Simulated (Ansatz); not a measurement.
## Eu (hcp)

The computed numbers are results of HSE06, scalar-relativistic (collinear spin) in the plane-wave PAW code Ansatz at 420 eV, Γ-centred 6×6×4 mesh, 0.05 eV Gaussian smearing; PAW files: Ansatz's generated set soft_2.

```cif
data_structure
_symmetry_space_group_name_H-M 'P 1'
_symmetry_Int_Tables_number 1
_cell_length_a 4.1659
_cell_length_b 4.1659
_cell_length_c 6.8043
_cell_angle_alpha 90.000
_cell_angle_beta 90.000
_cell_angle_gamma 120.000
_cell_volume 102.26
loop_
_atom_site_label
_atom_site_type_symbol
_atom_site_fract_x
_atom_site_fract_y
_atom_site_fract_z
_atom_site_occupancy
Eu1 Eu 0.33333 0.66667 0.75000 1
Eu2 Eu 0.66667 0.33333 0.25000 1
```

At room temperature and ambient pressure Eu is bcc.

Magnetic state: ferromagnetic, site spin moments Eu 7.22 μB.

The volume is at zero pressure for this level.

A non-hydrostatic stress of up to 0.3 GPa remains in this cell.

Path: Γ–M–K–Γ–A–L–H–A | L–M | H–K, with Γ = (0.000, 0.000, 0.000), M = (0.500, 0.000, 0.000), K = (0.333, 0.333, 0.000), A = (0.000, 0.000, 0.500), L = (0.500, 0.000, 0.500), H = (0.333, 0.333, 0.500) in reciprocal vectors of the calculation's cell.

Task: Is it a metal or an insulator, and if it has a gap, where are the band edges on this path?

Result: A metal: bands cross the Fermi level.

Levels between -4 and 4 eV from the Fermi level at the path's named points:
| point | spin | below E_F (eV) | above E_F (eV) |
| --- | --- | --- | --- |
| Γ | up | -2.21 -2.20 -2.19 -2.15 -2.15 -2.14 -2.14 -2.13 -2.13 -2.12 -2.08 -2.08 -2.07 -2.07 -1.57 -0.12 | 2.27 2.27 2.33 2.78 2.78 3.32 3.32 |
| Γ | down | -3.92 -0.93 | 1.07 3.27 3.27 3.27 3.76 3.76 |
| M | up | -2.21 -2.19 -2.17 -2.17 -2.16 -2.15 -2.14 -2.11 -2.11 -2.11 -2.09 -2.08 -2.08 -2.07 -1.50 -1.03 -0.53 | 0.12 1.34 1.99 2.08 |
| M | down | -0.80 | 0.18 0.74 0.85 2.24 2.96 3.20 |
| K | up | -2.20 -2.20 -2.19 -2.18 -2.16 -2.16 -2.13 -2.13 -2.11 -2.09 -2.08 -2.08 -2.08 -2.08 -0.58 -0.42 -0.42 -0.23 | 1.29 1.29 2.20 |
| K | down |  | 0.34 0.34 0.77 1.04 2.22 2.22 3.19 |
| A | up | -3.57 -3.57 -2.22 -2.22 -2.17 -2.17 -2.17 -2.17 -2.14 -2.14 -2.08 -2.08 -2.08 -2.08 -2.07 -2.07 | 1.24 1.24 2.26 2.26 2.26 2.26 |
| A | down | -2.68 -2.68 | 2.07 2.07 3.27 3.27 3.27 3.27 |
| L | up | -2.19 -2.19 -2.17 -2.17 -2.16 -2.16 -2.12 -2.12 -2.12 -2.12 -2.09 -2.09 -2.09 -2.09 -1.41 -1.41 | 0.24 0.24 1.27 1.27 3.08 3.08 |
| L | down | -0.40 -0.40 | 1.06 1.06 2.19 2.19 |
| H | up | -2.19 -2.19 -2.16 -2.16 -2.15 -2.15 -2.14 -2.14 -2.14 -2.14 -2.10 -2.10 -2.08 -2.08 -0.34 -0.34 | 0.03 0.03 0.50 0.50 2.92 2.92 |
| H | down |  | 0.84 0.84 0.94 0.94 1.19 1.19 3.94 3.94 |

Under the hybrid only the volume was relaxed: the cell's shape and the atoms' positions come from a cheaper relaxation on a coarse mesh. Scalar-relativistic only: spin–orbit splittings of the heavy atoms' levels are missing. The run wasn't fully tested for a lower electronic state. Pressures of hybrids are less tightly converged. For a metal under a hybrid functional this mesh is coarse. Site moments are of spin, integrated over atomic spheres. Only parallel moments were tried, so the real magnetic order may be another.
